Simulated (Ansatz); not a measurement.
# Piezoelectric tensor of ZnSe at 35 GPa (stress–strain coefficients)

The calculation used DFT PBE, scalar-relativistic, plane waves, PAW in Ansatz. Plane waves to 420 eV; Γ-centred k mesh 10×10×10; fixed occupations. No spin polarisation.

The cell, relaxed at 35 GPa:
```
CELL_PARAMETERS angstrom
0.00000 2.58704 2.58704
2.58704 0.00000 2.58704
2.58704 2.58704 0.00000
ATOMIC_POSITIONS crystal
Zn 0.00000 0.00000 0.00000
Se 0.75000 0.75000 0.75000
```

The real crystal has changed phase below this pressure.

Question: Give the relaxed-ion proper piezoelectric stress tensor e_iJ (C/m², Voigt columns xx yy zz yz xz xy).

Answer:
```
x    0.00  0.00  0.00 -0.51  0.00  0.00
y    0.00  0.00  0.00  0.00 -0.51  0.00
z    0.00  0.00  0.00  0.00  0.00 -0.51
```
Signs follow the orientation of the cell as given.

Question: With the elastic constants (GPa, Voigt order)
C11 = 200.1, C12 = 189.4, C13 = 189.4, C22 = 200.1, C23 = 189.4, C33 = 200.1, C44 = 21.3, C55 = 21.3, C66 = 21.3 GPa; the others vanish.
find the strain coefficients d = e·C⁻¹ (pC/N).

Answer:
```
x     0.0   0.0   0.0 -23.9   0.0   0.0
y     0.0   0.0   0.0   0.0 -23.9   0.0
z     0.0   0.0   0.0   0.0   0.0 -23.9
```

Cost: 1 run of about 1.2 core-minutes, on Intel Xeon 6975P-C (Granite Rapids) (shared hosts).